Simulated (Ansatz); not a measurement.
# MoS2 (P6_3/mmc) in Ansatz: settings compared, part 2 of 2

Ansatz 0.2.0. The steps go on from the part before.

## 4. Projected density of states, LDA+U

The input, input.yaml:

```yaml
crystal:
  lattice:
    - [3.169, 0.0, 0.0]
    - [-1.5845, 2.7444345046, 0.0]
    - [0.0, 0.0, 12.324]
  atoms:
    - { symbol: Mo, position: [0.6666666667, 0.3333333333, 0.75] }
    - { symbol: Mo, position: [0.3333333333, 0.6666666667, 0.25] }
    - { symbol: S, position: [0.6666666667, 0.3333333333, 0.377] }
    - { symbol: S, position: [0.3333333333, 0.6666666667, 0.877] }
    - { symbol: S, position: [0.6666666667, 0.3333333333, 0.123] }
    - { symbol: S, position: [0.3333333333, 0.6666666667, 0.623] }
hamiltonian:
  xc: lda
  pseudopotentials: { kind: paw }
  hubbard: { sites: [{ species: Mo, l: d, u_eff: 2.0 }] }
kpoints:
  mp_grid: { grid: [10, 10, 3] }
scf:
  occupations: { method: fermi_dirac, width: 0.05 }
  n_extra_bands: 15
output:
  forces: true
  stress: true
  eigenvalues: true
  dos: { projected: true, de: 0.05, nscf_kmesh: { grid: [15, 15, 5] } }
```

Potentials or basis: Ansatz PAW.

Command:

```
ansatz run input.yaml --threads 2 --pin off --max-ram 5632MiB --backend cpu --events-out ev --progress --plain --runs-dir out
```

Standard output:

```text
Warning: RAYON_NUM_THREADS=2 ignored (pool sized by the plan → 2); use --threads N
Mo: projections on atomic orbitals take those of the free atom [Ar 3d10] 4s2 4p6 4d5 5s1, of charge +0.00 (hamiltonian.pseudopotentials.projection_atoms); the dataset's partial waves leave at most 6.0e-6 of an orbital's norm unspanned inside its sphere
S: projections on atomic orbitals take those of the free atom [Ne] 3s2 3p4, of charge +0.00 (hamiltonian.pseudopotentials.projection_atoms); the dataset's partial waves leave at most 1.6e-7 of an orbital's norm unspanned inside its sphere
scf.n_extra_bands = 15 over 26 filled bands (N_el = 52.0): the run solves 41 bands
Engine: ansatz 0.2.0, aarch64-unknown-linux-gnu
Pseudopotentials: kind: paw
Pseudopotential: Mo, paw, valence charge 14, recommended cutoff 420 eV (normal), Mo.paw.azcp
Pseudopotential: S, paw, valence charge 6, recommended cutoff 420 eV (normal), S.paw.azcp
Functional definition: SPW92
  exchange = slater_x
  correlation = pw_c
[... 52 lines left out ...]
  Σ components = -13164.745970   (vs F -13164.745970, Δ=0.00e0)
--- Forces (eV/Å), atoms counted from 1 ---
  atom   1  Mo     0.00000000     0.00000000     0.00000000
  atom   2  Mo     0.00000000    -0.00000000     0.00000000
  atom   3  S      0.00000000    -0.00000000    -0.48781414
  atom   4  S     -0.00000000     0.00000000    -0.48781414
  atom   5  S      0.00000000    -0.00000000     0.48781414
  atom   6  S     -0.00000000     0.00000000     0.48781414
  max |Σ_I F_I| component: 5.78e-18 eV/Å
--- Stress (GPa, compression-positive) ---
       -5.845875      -0.000000      -0.000000
        0.000000      -5.845875      -0.000000
       -0.000000      -0.000000      -5.474724
  P = ⅓ Tr σ = -5.7222 GPa (-57.222 kbar)
--- Band table (eV; the first three rows and the last of 28) ---
  k-point 0: bands = ["-50.6974", "-50.6973", "-24.9056", "-24.9056", "-24.6803", "-24.6803", "-24.6803", "-24.6803", "-4.2513", "-3.9740", "-3.0288", "-2.5711", "3.7175", "4.7635", "7.1140", "7.3400", "7.3400", "7.3526", "7.3526", "8.5209", "8.5209", "8.5685", "8.5685", "9.3622", "9.5069", "10.5812", "12.7746", "12.7746", "12.8009", "12.8009", "12.9043", "12.9043", "13.0801", "13.0801", "16.0642", "16.2196", "18.5974", "19.0615", "19.1396", "20.4637", "20.4637"]
  k-point 1: bands = ["-50.6974", "-50.6973", "-24.9056", "-24.9056", "-24.6803", "-24.6803", "-24.6803", "-24.6803", "-4.1960", "-4.0617", "-2.8983", "-2.6738", "3.9269", "4.4285", "7.3431", "7.3431", "7.3494", "7.3494", "7.5922", "8.5232", "8.5327", "8.5327", "8.5566", "8.5566", "10.1057", "10.4709", "12.7750", "12.7750", "12.7845", "12.7845", "12.9577", "12.9577", "13.0420", "13.0420", "16.1096", "16.1868", "18.7220", "18.9912", "19.3351", "20.0424", "20.5599"]
  k-point 2: bands = ["-50.6934", "-50.6933", "-24.8981", "-24.8980", "-24.7189", "-24.7189", "-24.6890", "-24.6890", "-4.0995", "-3.8247", "-2.9545", "-2.5164", "3.8923", "4.9332", "6.8450", "7.0109", "7.0363", "7.4946", "7.5151", "7.9943", "8.2835", "8.3382", "8.6487", "9.3771", "9.6678", "10.2895", "12.5879", "12.6046", "12.6817", "12.7215", "12.7717", "12.9279", "13.0033", "13.0800", "16.7517", "16.8951", "19.0683", "19.1884", "19.7806", "20.1546", "20.5380"]
  k-point 27: bands = ["-50.6524", "-50.6524", "-24.9928", "-24.9928", "-24.9064", "-24.9064", "-24.8176", "-24.8176", "-1.9671", "-1.9434", "-1.8644", "-1.8412", "4.5742", "4.6541", "5.0039", "5.0828", "6.0544", "6.1012", "6.3131", "6.3978", "7.0216", "7.1898", "7.8774", "8.0691", "9.7332", "9.8164", "11.6854", "11.7238", "12.7084", "13.1292", "13.3737", "13.3983", "14.6855", "14.8783", "16.8700", "17.3285", "17.8895", "18.1871", "19.2864", "19.4219", "20.9542"]
Occupation matrices written to <dir>
```

dos.tsv:

```text
# E-E_F[eV]	g_bin_mean(E)[states/eV]	N(E)
# format = ansatz-dos/2
# fermi_ev = 10.966520
# fermi_mp_grid = 15 15 5
# fermi_mp_shift = 0 0 0
# nscf_kmesh_grid = 15 15 5
# nscf_kmesh_shift = 0 0 0
# g_bin_mean(E): the states in a bin one row spacing wide, centred on E, divided by that spacing. States that the method places at a single energy (under output.dos.method: tetrahedron, those of a tetrahedron whose four corners have one energy) are counted whole in the row whose bin holds that energy (on the edge of two bins, in the lower row). The sum of g_bin_mean over a run of rows, times the row spacing, is the number of states from half a spacing under the first of them to half a spacing over the last (a plain sum, not the trapezoid rule).
-62.163909	0.000000e0	0.000000e0
-62.113909	0.000000e0	0.000000e0
-62.063909	0.000000e0	0.000000e0
-62.013909	0.000000e0	0.000000e0
-61.963909	0.000000e0	0.000000e0
-61.913909	0.000000e0	0.000000e0
[... 1455 lines left out ...]
10.886091	0.000000e0	8.200000e1
10.936091	0.000000e0	8.200000e1
```

occupation_matrices:

```text
# The occupation matrices of the corrected shells as a run of Ansatz 0.0.0 ended. An entry of
# hamiltonian.hubbard.sites starts from them by `starting_ns: <path of this file>`, where that key's refused
# combinations let it.
# Free energy -13164.745970 eV.
[... 28 lines left out ...]
      - [-3.469446951953614e-18, 0.0, -6.776263578034403e-21, -2.6020852139652106e-18, 0.5342149923436481]
  site1_d:
    matrix:
      - [0.589089287222763, 0.0, -1.6940658945086007e-20, -1.5612511283791264e-17, -3.469446951953614e-18]
      - [0.0, 0.47047122825047266, 0.0, 3.3881317890172014e-21, 0.0]
      - [-1.6940658945086007e-20, 0.0, 0.4704712282504726, -1.0164395367051604e-20, -6.776263578034403e-21]
      - [-3.8163916471489756e-17, 3.3881317890172014e-21, -1.0164395367051604e-20, 0.534214992343648, -2.6020852139652106e-18]
      - [-3.469446951953614e-18, 0.0, -6.776263578034403e-21, -1.734723475976807e-18, 0.5342149923436481]
```

Run time: 13 s. Hardware: 2 threads of Arm Neoverse V2, shared host; peak memory 0.55 GiB.

What came out:

```
Free energy            : -13164.7460 eV
Pressure               : -5.7 GPa
Largest force          : 0.488 eV/Å
Band gap on the k mesh : 0.89 eV, indirect (least direct gap 1.80 eV)
```

Forces in eV/Å, atoms in the order of the input:
```
Mo   0.000  0.000  0.000
Mo   0.000  0.000  0.000
S    0.000  0.000 -0.488
S    0.000  0.000 -0.488
S    0.000  0.000  0.488
S    0.000  0.000  0.488
```

States per cell in windows of 1 eV (zero at the valence-band top; states under -8 eV left out):
```csv
from (eV),total,S 3p,Mo 4d,Mo 5s,S 3s,Mo 4p,Mo 4s
-8.0,0.00,0.00,0.00,0.00,0.00,0.00,0.00
-7.0,2.23,1.41,0.63,0.09,0.05,0.01,0.01
-6.0,4.11,2.60,1.27,0.08,0.09,0.02,0.01
-5.0,4.99,3.02,1.42,0.14,0.31,0.03,0.01
-4.0,5.10,2.99,1.89,0.02,0.10,0.02,0.00
-3.0,5.64,3.77,1.59,0.02,0.15,0.03,0.00
-2.0,5.13,2.57,2.32,0.04,0.08,0.02,0.00
-1.0,0.80,0.31,0.45,0.00,0.02,0.00,0.00
0.0,0.13,0.04,0.07,0.00,0.00,0.00,0.00
1.0,6.15,1.85,3.94,0.08,0.10,0.00,0.00
2.0,5.62,2.18,2.95,0.04,0.16,0.00,0.00
3.0,3.48,1.55,1.60,0.00,0.15,0.00,0.00
4.0,0.63,0.25,0.30,0.00,0.05,0.00,0.00
5.0,0.75,0.05,0.02,0.25,0.03,0.00,0.01
6.0,1.97,0.15,0.05,0.48,0.09,0.00,0.01
7.0,3.71,0.22,0.08,0.59,0.15,0.00,0.01
```

Eigenvalues of the final occupation matrices:
| site | spin | trace | eigenvalues |
| --- | --- | --- | --- |
| site 1 | 1 | 2.60 | 0.47 0.47 0.53 0.53 0.59 |
| site 2 | 1 | 2.60 | 0.47 0.47 0.53 0.53 0.59 |

Caveat: odd divisions of the mesh miss points on the zone boundary, where band edges often lie, so the gap on the mesh can be too wide; the PAW data sets come from PBE, with cores solved anew for the run's functional, which leaves a small shift of forces and pressure; the density of states is complete only up to the lowest level of the last band computed.

## 5. Projected density of states, LDA+U

input.yaml, as its differences from that of step 4:

```diff
@@ -15,3 +15,3 @@
   pseudopotentials: { kind: paw }
-  hubbard: { sites: [{ species: Mo, l: d, u_eff: 2.0 }] }
+  hubbard: { sites: [{ species: Mo, l: d, u_eff: 3.0 }] }
 kpoints:
```

Potentials or basis: Ansatz PAW.

Command:

```
ansatz run input.yaml --threads 2 --pin off --max-ram 5632MiB --backend cpu --events-out ev --progress --plain --runs-dir out
```

Standard output:

```text
Warning: RAYON_NUM_THREADS=2 ignored (pool sized by the plan → 2); use --threads N
Mo: projections on atomic orbitals take those of the free atom [Ar 3d10] 4s2 4p6 4d5 5s1, of charge +0.00 (hamiltonian.pseudopotentials.projection_atoms); the dataset's partial waves leave at most 6.0e-6 of an orbital's norm unspanned inside its sphere
S: projections on atomic orbitals take those of the free atom [Ne] 3s2 3p4, of charge +0.00 (hamiltonian.pseudopotentials.projection_atoms); the dataset's partial waves leave at most 1.6e-7 of an orbital's norm unspanned inside its sphere
scf.n_extra_bands = 15 over 26 filled bands (N_el = 52.0): the run solves 41 bands
[... 75 lines left out ...]
  k-point 1: bands = ["-50.6891", "-50.6890", "-24.8918", "-24.8918", "-24.6750", "-24.6750", "-24.6750", "-24.6750", "-4.1960", "-4.0615", "-2.8985", "-2.6739", "3.8940", "4.3895", "7.3221", "7.3221", "7.3284", "7.3284", "7.5827", "8.4995", "8.5574", "8.5574", "8.5815", "8.5815", "10.0649", "10.4195", "12.7921", "12.7921", "12.8002", "12.8002", "12.9495", "12.9495", "13.0328", "13.0328", "16.1091", "16.1866", "18.7229", "18.9920", "19.3314", "20.0406", "20.5600"]
  k-point 2: bands = ["-50.6851", "-50.6850", "-24.8842", "-24.8842", "-24.7137", "-24.7137", "-24.6838", "-24.6838", "-4.0998", "-3.8245", "-2.9537", "-2.5155", "3.8624", "4.8888", "6.8509", "6.9916", "7.0166", "7.4746", "7.4948", "8.0142", "8.3074", "8.3627", "8.6635", "9.3112", "9.6681", "10.2376", "12.5761", "12.6251", "12.7031", "12.7108", "12.7562", "12.9174", "13.0219", "13.0979", "16.7506", "16.8948", "19.0650", "19.1896", "19.7819", "20.1537", "20.5380"]
  k-point 27: bands = ["-50.6438", "-50.6438", "-24.9878", "-24.9878", "-24.9014", "-24.9014", "-24.8036", "-24.8036", "-1.9700", "-1.9457", "-1.8578", "-1.8341", "4.5917", "4.6717", "4.9894", "5.0677", "6.0451", "6.0892", "6.3080", "6.3916", "7.0213", "7.1899", "7.8869", "8.0757", "9.7044", "9.7878", "11.6118", "11.6510", "12.7270", "13.1305", "13.3740", "13.3810", "14.7109", "14.9032", "16.8703", "17.3289", "17.8900", "18.1876", "19.2863", "19.4223", "20.9558"]
Occupation matrices written to <dir>
```

It took 13 s on 2 threads of Arm Neoverse V2, shared host; peak memory 0.55 GiB.

What came out:

* Free energy: -13162.2717 eV
* Pressure: -5.7 GPa
* Largest force: 0.491 eV/Å
* Band gap on the k mesh: 0.92 eV, indirect (least direct gap 1.75 eV)

Forces in eV/Å, atoms in the order of the input:
```
Mo   0.000  0.000  0.000
Mo   0.000  0.000  0.000
S    0.000  0.000 -0.491
S    0.000  0.000 -0.491
S    0.000  0.000  0.491
S    0.000  0.000  0.491
```

Stress tensor (GPa, compression positive):
```
-5.83  0.00  0.00
 0.00 -5.83  0.00
 0.00  0.00 -5.53
```

Levels at points of the mesh, in eV from the valence-band top:
```tsv
k point	band 23	band 24	band 25	band 26	band 27	band 28	band 29	band 30
(0.00, 0.00, 0.00)	-1.93	-1.23	-1.02	0.00	2.27	2.27	2.29	2.29
(0.00, -0.50, 0.00)	-1.59	-1.38	-1.36	-1.26	1.63	1.68	1.94	2.24
```

States per cell in windows of 1 eV (zero at the valence-band top; states under -8 eV left out):
| from (eV) | total | S 3p | Mo 4d | Mo 5s | S 3s | Mo 4p | Mo 4s |
| --- | --- | --- | --- | --- | --- | --- | --- |
| -8.0 | 0.00 | 0.00 | 0.00 | 0.00 | 0.00 | 0.00 | 0.00 |
| -7.0 | 1.99 | 1.26 | 0.56 | 0.08 | 0.05 | 0.01 | 0.01 |
| -6.0 | 4.25 | 2.68 | 1.33 | 0.08 | 0.09 | 0.02 | 0.01 |
| -5.0 | 4.91 | 2.95 | 1.41 | 0.14 | 0.31 | 0.03 | 0.01 |
| -4.0 | 5.18 | 3.06 | 1.90 | 0.03 | 0.10 | 0.02 | 0.00 |
| -3.0 | 5.55 | 3.65 | 1.61 | 0.02 | 0.15 | 0.03 | 0.00 |
| -2.0 | 5.30 | 2.73 | 2.32 | 0.04 | 0.08 | 0.02 | 0.00 |
| -1.0 | 0.83 | 0.33 | 0.46 | 0.00 | 0.02 | 0.00 | 0.00 |
| 0.0 | 0.13 | 0.04 | 0.08 | 0.00 | 0.00 | 0.00 | 0.00 |
| 1.0 | 5.97 | 1.81 | 3.83 | 0.08 | 0.09 | 0.00 | 0.00 |
| 2.0 | 5.58 | 2.16 | 2.94 | 0.04 | 0.16 | 0.00 | 0.00 |
| 3.0 | 3.54 | 1.57 | 1.64 | 0.00 | 0.15 | 0.00 | 0.00 |
| 4.0 | 0.77 | 0.30 | 0.37 | 0.00 | 0.06 | 0.00 | 0.00 |
| 5.0 | 0.67 | 0.04 | 0.02 | 0.23 | 0.03 | 0.00 | 0.01 |
| 6.0 | 1.95 | 0.15 | 0.05 | 0.48 | 0.09 | 0.00 | 0.01 |
| 7.0 | 3.65 | 0.22 | 0.08 | 0.60 | 0.15 | 0.00 | 0.01 |

Eigenvalues of the final occupation matrices:
```tsv
site	spin	trace	eigenvalues
site 1	1	2.60	0.47 0.47 0.53 0.53 0.60
site 2	1	2.60	0.47 0.47 0.53 0.53 0.60
```

Caveat: odd divisions of the mesh miss points on the zone boundary, where band edges often lie, so the gap on the mesh can be too wide; the PAW data sets come from PBE, with cores solved anew for the run's functional, which leaves a small shift of forces and pressure; the density of states is complete only up to the lowest level of the last band computed.

## 6. The runs side by side

| level | U | hubbard projectors | double counting | gap on the mesh (eV) | pressure (GPa) | largest force (eV/Å) |
| --- | --- | --- | --- | --- | --- | --- |
| LDA | - | - | - | 0.85 | -5.7 | 0.48 |
| LDA+U | Mo d U = 1 eV | ortho-atomic (the default) | fll (the default) | 0.87 | -5.7 | 0.48 |
| LDA+U | Mo d U = 2 eV | ortho-atomic (the default) | fll (the default) | 0.89 | -5.7 | 0.49 |
| LDA+U | Mo d U = 3 eV | ortho-atomic (the default) | fll (the default) | 0.92 | -5.7 | 0.49 |

Alike in all rows: task projected density of states; potentials or basis Ansatz PAW; no spin polarisation; cell as given; k mesh 10 × 10 × 3; cutoff (eV) 420; smearing fermi-dirac 0.05 eV.

On the cell as given the gap runs from 0.85 eV (LDA) to 0.92 eV (LDA+U).

Caveats: odd divisions of the mesh miss points on the zone boundary, where band edges often lie, so the gap on the mesh can be too wide; the PAW data sets come from PBE, with cores solved anew for the run's functional, which leaves a small shift of forces and pressure; the density of states is complete only up to the lowest level of the last band computed.

Total energies depend on the potentials used, so only differences within one code and one set of settings carry meaning.

## 7. How close it comes

Step 2. The gap isn't set beside the deposited one, since this odd mesh misses points on the zone boundary.

Step 3. The gap isn't set beside the deposited one, since this odd mesh misses points on the zone boundary.

Step 4. The gap isn't set beside the deposited one, since this odd mesh misses points on the zone boundary.

Step 5. The gap isn't set beside the deposited one, since this odd mesh misses points on the zone boundary.
